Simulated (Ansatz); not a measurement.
InP, space group F-43m: an equation of state with a fit, run with the Python package of Ansatz (0.2.0).

`eos_inp.py`
```python
import ansatz
import numpy as np
from scipy.optimize import curve_fit

vectors0 = np.array([
    [0.0, 2.9305, 2.9305],
    [2.9305, 0.0, 2.9305],
    [2.9305, 2.9305, 0.0],
])
sites = [
    ("In", (0.0, 0.0, 0.0)),
    ("P", (0.25, 0.25, 0.25)),
]


def crystal_on(cell):
    crystal = ansatz.Crystal(lattice=ansatz.Lattice.of(cell))
    for symbol, position in sites:
        crystal = crystal.atom(symbol, position)
    return crystal

def vinet(v, e0, v0, b0, b1):
    eta = (v / v0) ** (1 / 3)
    return e0 + 2 * b0 * v0 / (b1 - 1) ** 2 * (2 - (5 + 3 * b1 * (eta - 1) - 3 * eta) * np.exp(-1.5 * (b1 - 1) * (eta - 1)))


def main() -> None:
    volumes, energies, pressures = [], [], []
    for scale in np.linspace(0.92, 1.08, 7):
        cell = vectors0 * scale ** (1 / 3)
        setup = (
            crystal_on(cell).calculation()
            .functional("PBEsol")
            .pseudopotentials("paw")
            .basis(17 * ansatz.Ha)
            .occupations("fixed")
            .kpoints(6, 6, 6)
            .stress()
        )
        rep = setup.run(threads=1, pin="off").report
        volumes.append(abs(np.linalg.det(cell)) / len(sites))
        energies.append(rep["free_energy_ev"] / len(sites))
        pressures.append(np.trace(rep["stress_gpa"]) / 3)
        print(f"V = {volumes[-1]:8.4f} A^3/atom  F = {energies[-1]:.5f} eV/atom  P = {pressures[-1]:8.3f} GPa")

    guess = (min(energies), volumes[int(np.argmin(energies))], 0.5, 4.5)
    (e0, v0, b0, b1), _ = curve_fit(vinet, np.array(volumes), np.array(energies), p0=guess, maxfev=20000)
    print(f"Vinet fit: V0 = {v0:.4f} A^3/atom, B0 = {160.21766 * b0:.1f} GPa, B1 = {b1:.2f}")
    print("largest residual", round(1000 * float(np.abs(vinet(np.array(volumes), e0, v0, b0, b1) - energies).max()), 3), "meV/atom")


if __name__ == "__main__":
    main()
```

Its results, one of them left out:

| V (Å³/atom) | F less the lowest row shown (meV/atom) |
| --- | --- |
| 23.153 | 48.41 |
| 23.824 | 22.25 |
| 24.496 | 6.59 |
| 25.167 | 0.00 |
| 25.838 | 1.23 |
| 26.509 | 9.19 |
| 27.180 | ? |

What is the missing energy at 27.180 Å³ an atom?

A third-order Birch-Murnaghan fit, E = E0 + (9 V0 B0 / 16) [(t - 1)³ B' + (t - 1)² (6 - 4t)] with t = (V0/V)^(2/3), through the 6 rows shown gives V0 = 25.386 Å³, B0 = 67.1 GPa, B' = 4.58 and E0 = -0.40 meV. At V = 27.180 Å³, t = 0.95550, and the fit extrapolates to 22.98 meV. The run gave 22.94 meV, a miss of 0.04 meV.

For a gap this small the mesh is coarse, and bands can meet between its points. Of the deposited cell: the entry's cell lengths or inner coordinates differ somewhat from later room-temperature determinations. Pressure is positive in compression. The structure is a deposited one; some such entries were measured under pressure or heat, so a shift against it needn't be the functional's error alone. Hardware and time: 9.5 s on 1 thread of Arm Neoverse V1, with other jobs on the host, peak memory 0.41 GiB.
